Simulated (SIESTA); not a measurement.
VO2:

```
V O
1.0
     4.50720    0.00000    0.00000
     0.00000    4.50720    0.00000
     0.00000    0.00000    3.04445
V O
2 4
Cartesian
  2.2536 2.2536 1.5222
  0.0000 0.0000 0.0000
  0.9031 3.6041 1.5222
  3.6041 0.9031 1.5222
  3.1567 3.1567 0.0000
  1.3505 1.3505 0.0000
```

The cell is a database's computed one.

Base run:

- Program: SIESTA 5.4.2
- Functional: RPBE
- Potentials or basis: PseudoDojo 0.4 standard (PBE files)
- Basis: DZP (energy shift 0.003 Ry; two zetas on semicore shells)
- Grid cutoff: 800 Ry
- Energy shift: 0.003 Ry
- k mesh: 4 × 4 × 6
- Occupations: fermi-dirac, width 0.05 eV
- Spin: collinear spin, ferromagnetic start
- Starting moments: [2.0, 2.0, 0.0, 0.0, 0.0, 0.0] μB

Its results: band gap on the k mesh none (metal or under the smearing width); pressure -1.7 GPa; net moment 2.00 μB per cell; site moments V +1.24; O -0.12 μB; largest force 0.234 eV/Å.

**Question.** The run is repeated on the same cell with these changes: functional from RPBE to BLYP. What comes out?

**Answer.** Band gap on the k mesh none (metal or under the smearing width); pressure 0.4 GPa; net moment 2.00 μB per cell; site moments V +1.20; O -0.10 μB; largest force 0.206 eV/Å.

Caveats: the potentials were made for another functional, which shifts forces and pressure; the basis of atomic orbitals isn't converged, which shifts pressures, moduli and gaps; semilocal functionals often make such compounds metallic where correlation or magnetic order opens a gap, which also shifts bond lengths.
